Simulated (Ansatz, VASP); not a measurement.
**One calculation of KF, two programs**

```
K F
1.0
     0.00000    2.71037    2.71037
     2.71037    0.00000    2.71037
     2.71037    2.71037    0.00000
K F
1 1
Direct
  0.50000 0.50000 0.50000
  0.00000 0.00000 0.00000
```

Alike in both runs: functional PBE; k mesh 8 × 8 × 8; occupations gaussian, width 0.02 eV; no spin polarisation.

Ansatz relaxed the structure, and its values are those at the end. VASP's run is a single point on that final structure, the one shown.

```csv
,VASP,Ansatz
version,VASP 6.6.1,Ansatz 0.2.0
potentials or method,"VASP PAW PBE potentials, release 64 (K_sv, F)","scalar-relativistic, plane waves, PAW"
plane-wave cutoff (eV),520,420
valence electrons in the cell,16,16
```

VASP gave:

| Property | Result |
| --- | --- |
| gap on the k mesh at the Fermi level (eV) | 5.95 |
| least direct gap on the mesh (eV) | 5.95 |
| pressure (GPa) | 0.0 |

Task: What did Ansatz give for the same quantities?

Result: gap on the k mesh at the Fermi level (eV): 5.96; least direct gap on the mesh (eV): 5.96; pressure (GPa): 0.0.

With one functional, cell and mesh, what is left measures potentials, basis and numerics.

A k mesh can miss the band edges. As with any semilocal functional, this PBE gap is likely too small.
